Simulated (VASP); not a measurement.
A run of VASP 6.6.1:

Contents of INCAR:

```
PREC = Accurate
ENCUT = 520
EDIFF = 1E-6
ISMEAR = 0
SIGMA = 0.1
LREAL = F
LASPH = T
NELM = 100
ALGO = Fast
ISIF = 2
LWAVE = F
LCHARG = F
LDIPOL = T
IDIPOL = 3
DIPOL = 0.5 0.5 0.500
GGA = PE
IBRION = 2
NSW = 100
EDIFFG = -0.02
```

The input KPOINTS:

```
regular mesh
0
Gamma
  4 4 1
```

Contents of POSCAR:

```
Cu
1.0
    5.1123820280      0.0000000000      0.0000000000
    2.5561910140      4.4274527101      0.0000000000
    0.0000000000      0.0000000000     22.1742424462
Cu
12
Selective dynamics
Direct
    0.1666666667      0.1666666667      0.4058763235  F F F
    0.6666666667      0.1666666667      0.4058763235  F F F
    0.1666666667      0.6666666667      0.4058763235  F F F
    0.6666666667      0.6666666667      0.4058763235  F F F
   -0.1666666667      0.3333333333      0.5000000000  T T T
    0.3333333333      0.3333333333      0.5000000000  T T T
   -0.1666666667      0.8333333333      0.5000000000  T T T
    0.3333333333      0.8333333333      0.5000000000  T T T
    0.0000000000      0.0000000000      0.5941236765  T T T
    0.5000000000      0.0000000000      0.5941236765  T T T
    0.0000000000      0.5000000000      0.5941236765  T T T
    0.5000000000      0.5000000000      0.5941236765  T T T
```

Potentials or basis: VASP PAW PBE potentials, release 64 (Cu).

Run with:

```console
$ cat potpaw_PBE.64/Cu/POTCAR > POTCAR
$ mpirun -np 1 vasp_std > vasp.out
```

Hardware: 1 thread of Intel(R) Xeon(R) Platinum 8488C (Sapphire Rapids), on a shared host.

Q: How long does it take, and how much memory?

A: Run time: 7.8 min on 1 thread of Intel(R) Xeon(R) Platinum 8488C (Sapphire Rapids), with other jobs on the host, peak memory 0.59 GiB. Counts: scf iterations 26, k points 4, ion steps 1.
